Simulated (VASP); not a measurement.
# MgO (P6_3/mmc) in VASP: a series of runs

One crystal, MgO, is run at these levels: PBE; tasks: single point.

Everything below comes from runs of VASP 6.6.1. Logs are shortened: lines on timing, memory, paths and dates and some standing lists are left out, and cuts for length are marked.

## 1. The undisturbed crystal

The structure is hexagonal, space group P6_3/mmc (No. 194). Conventional cell: a = 3.486 Å, b = 3.486 Å, c = 4.178 Å, α = 90.00°, β = 90.00°, γ = 120.00°. Around Mg (site symmetry -6m2) lie 5 O at 2.01 to 2.09 Å. Around O (site symmetry -6m2) lie 5 Mg at 2.01 to 2.09 Å.

Measurements of this composition are mostly on another form, of space group No. 225.

## 2. Single point, PBE (all atoms moved at random, cell strained at random)

Input file INCAR:

```
SYSTEM = MgO
ALGO = Fast ; EDIFF = 1E-6
ENCUT = 520 ; GGA = PE
ISIF = 2 ; ISMEAR = 0
LASPH = .TRUE. ; LCHARG = .FALSE.
LREAL = .FALSE. ; LWAVE = .FALSE.
NBANDS = 16 ; NELM = 100
PREC = Accurate ; SIGMA = 0.02
```

Input file KPOINTS:

```
k-points
0
G
  9 9 6
  0 0 0
```

Input file POSCAR:

```
MgO
1.0
    3.6457401948     -0.0031726039      0.0096572667
   -1.8256176530      3.1711180580     -0.0076969605
    0.0115731742     -0.0039691392      4.3461655987
Mg O
2 2
Direct
    0.6570696193      0.3258017625      0.7659524515
    0.3536655759      0.6512557713      0.2259049768
    0.6110595872      0.3401958664      0.2500789844
    0.3782023493      0.6827465998      0.7580635873
```

Potentials or basis: VASP PAW PBE potentials, release 64 (Mg, O).

Launch:

```sh
cat potpaw_PBE.64/Mg/POTCAR potpaw_PBE.64/O/POTCAR > POTCAR
mpirun -np 1 vasp_std > vasp.out
```

OUTCAR:

```text
SYSTEM = MgO
   EDIFF = 1E-6
   ENCUT = 520
   GGA = PE
   ISIF = 2
   ISMEAR = 0
   LASPH = .TRUE.
   LREAL = .FALSE.
   NELM = 100
   PREC = Accurate

 ion  position               nearest neighbor table
   1  0.657  0.326  0.766-   4 2.02   4 2.04   3 2.11   3 2.25   4 2.28   2 2.81   2 2.93   2 2.98
                             2 3.09   2 3.17   2 3.21
   2  0.354  0.651  0.226-   3 1.80   4 2.04   3 2.21   4 2.32   3 2.36   1 2.81   1 2.93   1 2.98
                             1 3.09   1 3.17   1 3.21
   3  0.611  0.340  0.250-   2 1.80   1 2.11   2 2.21   1 2.25   2 2.36
   4  0.378  0.683  0.758-   1 2.02   2 2.04   1 2.04   1 2.28   2 2.32

  LATTYP: Found a triclinic cell.
 ALAT       =     3.6457543659
 B/A-ratio  =     1.0021495652
 C/A-ratio  =     1.1921216801
 COS(alpha) =     0.0010712392
 COS(beta)  =     0.0053125180
 COS(gamma) =     0.4974185064

  Lattice vectors:

 A1 = (   3.6457401948,  -0.0031726039,   0.0096572667)
 A2 = (   1.8201225418,   3.1679454541,   0.0019603062)
 A3 = (   0.0115731742,  -0.0039691392,   4.3461655987)

Analysis of symmetry for initial positions (statically):
=====================================================================
 Subroutine PRICEL returns:
 Original cell was already a primitive cell.

 Routine SETGRP: Setting up the symmetry group for a
 triclinic supercell.

 Subroutine GETGRP returns: Found  1 space group operations
 (whereof  1 operations were pure point group operations)
 out of a pool of  2 trial point group operations.

The static configuration has the point symmetry C_1 .

Analysis of symmetry for dynamics (positions and initial velocities):
=====================================================================
 Subroutine PRICEL returns:
 Original cell was already a primitive cell.

 Routine SETGRP: Setting up the symmetry group for a
 triclinic supercell.

 Subroutine GETGRP returns: Found  1 space group operations
 (whereof  1 operations were pure point group operations)
 out of a pool of  2 trial point group operations.

The dynamic configuration has the point symmetry C_1 .

 Subroutine INISYM returns: Found  1 space group operations
 (whereof  1 operations are pure point group operations),
 and found     1 'primitive' translations

----------------------------------------------------------------------------------------

                                     Primitive cell

  volume of cell :      50.2208

  direct lattice vectors                    reciprocal lattice vectors
     3.645740195 -0.003172604  0.009657267     0.274431761  0.157989373 -0.000586486
    -1.825617653  3.171118058 -0.007696960     0.000273798  0.315504514  0.000287406
     0.011573174 -0.003969139  4.346165599    -0.000609308  0.000207696  0.230089686

  length of vectors
     3.645754366  3.659088520  4.346182820     0.316660350  0.315504764  0.230090586

  position of ions in fractional coordinates (direct lattice)
     0.657069619  0.325801762  0.765952451
     0.353665576  0.651255771  0.225904977
     0.611059587  0.340195866  0.250078984
     0.378202349  0.682746600  0.758063587

  ion indices of the primitive-cell ions
   primitive index   ion index
                 1           1
                 2           2
                 3           3
                 4           4

----------------------------------------------------------------------------------------

 KPOINTS: k-points

Automatic generation of k-mesh.
 Grid dimensions read from file:
 generate k-points for:    9    9    6

 Generating k-lattice:

  Cartesian coordinates                     Fractional coordinates (reciprocal lattice)
     0.030492418  0.017554375 -0.000065165     0.111111111 -0.000000000  0.000000000
     0.000030422  0.035056057  0.000031934    -0.000000000  0.111111111 -0.000000000
    -0.000101551  0.000034616  0.038348281    -0.000000000  0.000000000  0.166666667

  Length of vectors
     0.035184483  0.035056085  0.038348431

  Shift w.r.t. Gamma in fractional coordinates (k-lattice)
     0.000000000  0.000000000  0.000000000

 Subroutine IBZKPT returns following result:
 ===========================================

 Found    244 irreducible k-points:

 Following reciprocal coordinates:
            Coordinates               Weight
  0.000000  0.000000  0.000000      1.000000
  0.111111  0.000000 -0.000000      2.000000
  0.222222  0.000000 -0.000000      2.000000
  0.333333 -0.000000 -0.000000      2.000000
  0.444444  0.000000 -0.000000      2.000000
 -0.000000  0.111111  0.000000      2.000000
[... 16 lines left out ...]
 -0.111111  0.222222  0.000000      2.000000
  0.000000  0.333333  0.000000      2.000000
 [... further k-points ...]
   k-points           NKPTS =    244   k-points in BZ     NKDIM =    244   number of bands    NBANDS=     16
   number of dos      NEDOS =    301   number of ions     NIONS =      4
   total plane-waves  NPLWV =  25088
   dimension x,y,z NGX =    28 NGY =   28 NGZ =   32
   dimension x,y,z NGXF=    56 NGYF=   56 NGZF=   64
   ions per type =               2   2
   NGX,Y,Z   is equivalent  to a cutoff of  12.77, 12.72, 12.24 a.u.
   NGXF,Y,Z  is equivalent  to a cutoff of  25.54, 25.44, 24.48 a.u.
 SYSTEM =  MgO
   PREC   = accura    normal or accurate (medium, high low for compatibility)
   ISTART =      0    job   : 0-new  1-cont  2-samecut
   ICHARG =      2    charge: 1-file 2-atom 10-const
   ISPIN  =      1    spin polarized calculation?
   LNONCOLLINEAR =      F non collinear calculations
   LSORBIT =      F    spin-orbit coupling
   LASPH  =      T    aspherical Exc in radial PAW
   ENCUT  =  520.0 eV  38.22 Ry    6.18 a.u.   6.78  6.80  8.08*2*pi/ulx,y,z
   NELM   =    100;   NELMIN=  2; NELMDL= -5     # of ELM steps
   EDIFF  = 0.1E-05   stopping-criterion for ELM
   LREAL  =      F    real-space projection
   EDIFFG = 0.1E-04   stopping-criterion for IOM
   NSW    =      0    number of steps for IOM
   IBRION =     -1    ionic relax: 0-MD 1-quasi-New 2-CG
   NFREE  =      0    steps in history (QN), initial steepest desc. (CG)
   ISIF   =      2    stress and relaxation
   ISYM   =      2    0-nonsym 1-usesym 2-fastsym
   POTIM  = 0.5000    time-step for ionic-motion
   TEBEG  =    0.0;   TEEND  =   0.0 temperature during run
   PSTRESS=    0.0 pullay stress
   NELECT =      16.0000    total number of electrons
   NUPDOWN=      -1.0000    fix difference up-down
   EMIN   =  10.00;   EMAX   =-10.00  energy-range for DOS
   EFERMI =   0.00;   METHOD = LEGACY
   ISMEAR =     0;   SIGMA  =   0.02  broadening in eV -4-tet -1-fermi 0-gaus
   EFERMI_NEDOS =   21; number of points for ismear=-14 and -15
   IALGO  =     68    algorithm
   IMIX   =      4    mixing-type and parameters
     AMIX     =   0.40;   BMIX     =  1.00
     AMIX_MAG =   1.60;   BMIX_MAG =  1.00
  volume/ion in A,a.u.               =      12.56        84.73
  Fermi-wavevector in a.u.,A,eV,Ry     =   1.118116  2.112934 17.009792  1.250184
  Thomas-Fermi vector in A             =   2.254745
   LORBIT       =      0    0 simple, 1 ext, 2 COOP (PROOUT), +10 PAW based schemes
   GGA     = PE    functional components
   LHFCALC =     F    Hartree Fock is set to
   AEXX    =    0.0000 exact exchange contribution
   IVDW    =     0    specifies the selected vdW correction
   LEPSILON=     F    determine dielectric tensor
   LRPA    =     F    only Hartree local field effects (RPA)
 non-spin polarized calculation
 RMM-DIIS sequential band-by-band and
 Gauss-broadening in eV      SIGMA  =   0.02
  energy-cutoff  :      520.00
  volume of cell :       50.22
 maximum number of plane-waves:      1368
   NGX = 13   NGY = 13   NGZ = 17

 number of electron      15.9999995 magnetization

 Free energy of the ion-electron system (eV)
  ---------------------------------------------------
  ext. energy  EPLUGINS =         0.00000000
  ---------------------------------------------------
  free energy    TOTEN  =       -22.92234706 eV

  energy without entropy =      -22.92234706  energy(sigma->0) =      -22.92234706

 E-fermi :   1.3739     XC(G=0):  -9.4787

 val. band max:        1.2087115383   @ k =   0.0000   0.0000   0.0000
 cond. band min:       3.8895194057   @ k =   0.0000   0.0000   0.0000
 fundamental gap:      2.6808078674
 Fermi energy:         1.3739278137

 k-point     1 :       0.0000    0.0000    0.0000
  band No.  band energies     occupation
      1     -15.2669      2.00000
      2     -14.1461      2.00000
      3      -2.0178      2.00000
      4      -0.6564      2.00000
      5       0.0518      2.00000
      6       0.3964      2.00000
[... 8 lines left out ...]
     15      15.8902      0.00000
     16      16.3383      0.00000

 k-point     2 :       0.1111    0.0000   -0.0000
  band No.  band energies     occupation
      1     -15.2271      2.00000
      2     -14.1486      2.00000
      3      -1.9448      2.00000
      4      -0.7337      2.00000
      5      -0.2961      2.00000
      6       0.2866      2.00000
[... 8 lines left out ...]
     15      15.4314      0.00000
     16      16.3845      0.00000

 k-point     3 :       0.2222    0.0000   -0.0000
  band No.  band energies     occupation
      1     -15.1211      2.00000
      2     -14.1590      2.00000
      3      -1.7438      2.00000
      4      -1.1474      2.00000
      5      -0.7700      2.00000
      6       0.1073      2.00000
[... 8 lines left out ...]
     15      14.5999      0.00000
     16      16.0930      0.00000
[... 362 lines left out ...]
 k-point    23 :      -0.1111    0.2222    0.0000
  band No.  band energies     occupation
      1     -15.1175      2.00000
      2     -14.1905      2.00000
      3      -1.7502      2.00000
      4      -0.9091      2.00000
      5      -0.4804      2.00000
      6       0.1166      2.00000
[... 8 lines left out ...]
     15      14.6878      0.00000
     16      15.2697      0.00000

 k-point    24 :       0.0000    0.3333    0.0000
  band No.  band energies     occupation
      1     -14.9162      2.00000
      2     -14.2529      2.00000
      3      -1.5916      2.00000
      4      -1.3435      2.00000
      5      -0.6544      2.00000
      6      -0.4153      2.00000
[... 8 lines left out ...]
     15      14.9425      0.00000
     16      15.5896      0.00000

 [... further k-points ...]

------------------------ aborting loop because EDIFF is reached ----------------------------------------

  FORCE on cell =-STRESS in cart. coord.  units (eV):
  Direction    XX          YY          ZZ          XY          YZ          ZX
  --------------------------------------------------------------------------------------
  -------------------------------------------------------------------------------------
  Total       -0.3790696     -1.7429655     -2.1805483     -2.9510730     -0.0494324      0.0960810
  in kB      -12.0933369    -55.6052780    -69.5653442    -94.1471529     -1.5770250      3.0652432
  external PRESSURE =     -45.7546530 kB  Pullay stress =       0.0000000 kB

 VOLUME and BASIS-vectors are now :
 -----------------------------------------------------------------------------
  energy-cutoff  :      520.00
  volume of cell :       50.22
      direct lattice vectors                 reciprocal lattice vectors
     3.645740195 -0.003172604  0.009657267     0.274431761  0.157989373 -0.000586486
    -1.825617653  3.171118058 -0.007696960     0.000273798  0.315504514  0.000287406
     0.011573174 -0.003969139  4.346165599    -0.000609308  0.000207696  0.230089686

 POSITION                                       TOTAL-FORCE (eV/Angst)
 -----------------------------------------------------------------------------------
      1.80958      1.02803      3.33279         0.284025      0.133074     -0.786469
      0.10304      2.06319      0.98022        -2.377370      1.638735      0.935350
      1.60959      1.07587      1.09017         3.082066     -1.611307      0.085809
      0.14117      2.16086      3.29307        -0.988722     -0.160502     -0.234690
 -----------------------------------------------------------------------------------
    total drift:                                0.000432      0.000432      0.000180

  FREE ENERGIE OF THE ION-ELECTRON SYSTEM (eV)
  ---------------------------------------------------
  free  energy   TOTEN  =       -22.9223470566 eV

  energy  without entropy=      -22.9223470566  energy(sigma->0) =      -22.92234706
```

Wall time 66 s (1 thread of Intel Xeon 6975P-C (Granite Rapids), shared host); peak memory 0.29 GiB.

Results:

- Free energy: -22.9223 eV
- Pressure: -4.6 GPa
- Largest force: 3.479 eV/Å
- Band gap on the k mesh: 2.68 eV, direct

Forces in eV/Å, atoms in the order of the input:
```
Mg   0.284  0.133 -0.786
Mg  -2.377  1.639  0.935
O    3.082 -1.611  0.086
O   -0.989 -0.161 -0.235
```

Stress tensor (GPa, compression positive):
```
-1.21 -9.41  0.31
-9.41 -5.56 -0.16
 0.31 -0.16 -6.96
```

Caveat: an odd mesh through Γ misses points on the zone boundary, where band edges often lie; forces of over 1 eV/Å show positions far from the minimum, so gaps and moduli don't describe the material at rest.

## 3. Single point, PBE (strained and moved within a subgroup)

Input file INCAR:

```
ALGO = Normal ; EDIFF = 1E-7
ENCUT = 520 ; GGA = PE
ISIF = 2 ; ISMEAR = 0
LASPH = True ; LCHARG = False
LREAL = False ; LWAVE = False
NBANDS = 16 ; NELM = 100
PREC = Accurate ; SIGMA = 0.02
```

Input file KPOINTS:

```
k-points
0
Gamma
  9 9 6
```

Input file POSCAR:

```
MgO
1.0
    3.5299575860      0.0000000000      0.0000000000
   -1.7649787930      3.0570329438      0.0000000000
    0.0000000000      0.0000000000      4.3556079718
Mg O
2 2
Direct
    0.6666666700      0.3333333300      0.7509435054
    0.3333333300      0.6666666700      0.2574542465
    0.6666666700      0.3333333300      0.2382342434
    0.3333333300      0.6666666700      0.7533680047
```

Potentials or basis: VASP PAW PBE potentials, release 64 (Mg, O).

Launch:

```sh
cat potpaw_PBE.64/Mg/POTCAR potpaw_PBE.64/O/POTCAR > POTCAR
mpirun -np 1 vasp_std > vasp.out
```

Run time: 17 s. Hardware: 1 thread of Intel Xeon 6975P-C (Granite Rapids), shared host; peak memory 0.19 GiB.

It converged, with:

| Item | Value |
| --- | --- |
| Free energy | -23.6228 eV |
| Pressure | -4.1 GPa |
| Largest force | 0.568 eV/Å |
| Band gap on the k mesh | 3.06 eV, direct |

Forces in eV/Å, atoms in the order of the input:
```
Mg   0.000  0.000  0.137
Mg   0.000  0.000 -0.309
O    0.000  0.000  0.568
O    0.000  0.000 -0.396
```

Stress tensor (GPa, compression positive):
```
-3.14  0.00  0.00
 0.00 -3.14  0.00
 0.00  0.00 -6.12
```

Levels at points of the mesh, in eV from the valence-band top:
```tsv
k point	band 6	band 7	band 8	band 9	band 10	band 11
(0.00, 0.00, 0.00)	-0.79	-0.79	0.00	3.06	8.82	11.43
(0.00, 0.00, 0.50)	-1.25	-1.17	-1.17	5.93	6.15	12.59
```
